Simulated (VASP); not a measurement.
Crystal: H.

```xyz
1
Lattice="2.6496 0.0000 0.0000 0.0000 2.6496 0.0000 0.0000 0.0000 0.9805" Properties=species:S:1:pos:R:3 pbc="T T T"
H     0.0000    0.0000    0.4902
```

```yaml
Program: VASP 6.6.1
Task: relaxation of cell and atoms
Functional: TPSSh
Potentials_or_basis: VASP PAW PBE potentials, release 64 (H)
Cutoff: 600 eV
k_mesh: 5 × 5 × 13
Occupations: gaussian, width 0.05 eV
Spin: no spin polarisation
```

At the start: pressure 1.2 GPa; volume 6.88 Å³/atom.

Question: Where does the relaxation end?

Answer: Over 16 steps the energy falls by 3.4 meV/atom and the volume is 6.26 Å³/atom (-9.0 %); space group P4/mmm (No. 123, to 0.05 Å).

Step by step:
```
step  energy change (eV)  largest force (eV/Å)  pressure (GPa)  volume (Å³)
   1              0.0000                0.0000            1.25         6.88
   2             -0.0016                0.0000            0.01         6.94
   3             -0.0018                0.0000           -0.55         6.96
   4             -0.0018                0.0000           -0.48         6.96
   5             -0.0019                0.0000           -0.50         6.94
   6             -0.0021                0.0000           -0.48         6.88
   7             -0.0026                0.0000           -0.45         6.75
   8             -0.0031                0.0000           -0.33         6.50
   9             -0.0031                0.0000            0.10         6.02
  10             -0.0034                0.0000           -0.02         6.25
  11             -0.0033                0.0000           -0.11         6.34
  12             -0.0033                0.0000           -0.20         6.33
  13             -0.0034                0.0000           -0.16         6.28
  14             -0.0034                0.0000           -0.15         6.27
  15             -0.0032                0.0000            0.54         6.23
  16             -0.0034                0.0000           -0.03         6.26
```

Final structure:
```
H
1.0
     2.51021    0.00000    0.00000
     0.00000    2.51021    0.00000
     0.00000    0.00000    0.99407
H
1
Direct
  0.00000 0.00000 0.50000
```

Caveat: the k mesh is coarse (spacing up to 0.49 Å⁻¹), so the values aren't converged, least of all with exact exchange; the PAW data sets were made with another functional, which shifts forces and pressure a little.
